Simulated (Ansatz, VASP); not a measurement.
This is a calculation of GaAs for Ansatz 0.2.0.

The input input.yaml:

```yaml
crystal:
  lattice:
    - [0.0, 2.82685, 2.82685]
    - [2.82685, 0.0, 2.82685]
    - [2.82685, 2.82685, 0.0]
  atoms:
    - { symbol: As, position: [0.75, 0.75, 0.75] }
    - { symbol: Ga, position: [0.0, 0.0, 0.0] }
hamiltonian:
  xc: pbe
  pseudopotentials: { kind: paw }
kpoints:
  mp_grid: { grid: [8, 8, 8] }
scf:
  occupations: { method: gaussian, width: 0.011 }
output:
  forces: true
  stress: true
  eigenvalues: true
```

Potentials or basis: Ansatz PAW.

The run is started by

```bash
$ ansatz run input.yaml --threads 2 --pin off --max-ram 5632MiB --backend cpu --events-out ev --progress --plain --runs-dir out
```

Q: Set up the same calculation for VASP 6.6.1. Potentials there: VASP PAW PBE potentials, release 64 (As, Ga_d).

A: As run (the cutoff follows the program's own potentials):

File INCAR:

```
  PREC = Accurate
  ENCUT = 520
  EDIFF = 1E-6
  ISMEAR = 0
  SIGMA = 0.011
  LREAL = F
  LASPH = T
  NELM = 60
  ALGO = Fast
  ISIF = 2
  LWAVE = F
  LCHARG = F
  GGA = PE
  NBANDS = 16
```

The input KPOINTS:

```
regular mesh
0
Gamma
  8 8 8
```

Contents of POSCAR:

```
GaAs
1.0
    0.0000000000      2.8268500000      2.8268500000
    2.8268500000      0.0000000000      2.8268500000
    2.8268500000      2.8268500000      0.0000000000
As Ga
1 1
Direct
    0.7500000000      0.7500000000      0.7500000000
    0.0000000000      0.0000000000      0.0000000000
```

Potentials or basis: VASP PAW PBE potentials, release 64 (As, Ga_d).

Command:

```sh
$ cat potpaw_PBE.64/As/POTCAR potpaw_PBE.64/Ga_d/POTCAR > POTCAR
$ mpirun -np 1 vasp_std > vasp.out
```

Both were run:

|  | VASP | Ansatz | Ansatz less VASP |
| --- | --- | --- | --- |
| gap on the k mesh at the Fermi level (eV) | 0.52 | 0.52 | -0.004 |
| least direct gap on the mesh (eV) | 0.52 | 0.52 | -0.004 |
| pressure (GPa) | 3.5 | 3.3 | -0.24 |

With one functional, cell and mesh, what is left measures potentials, basis and numerics. The two sets of potentials don't hold the same shells in valence.

A k mesh can miss the band edges.
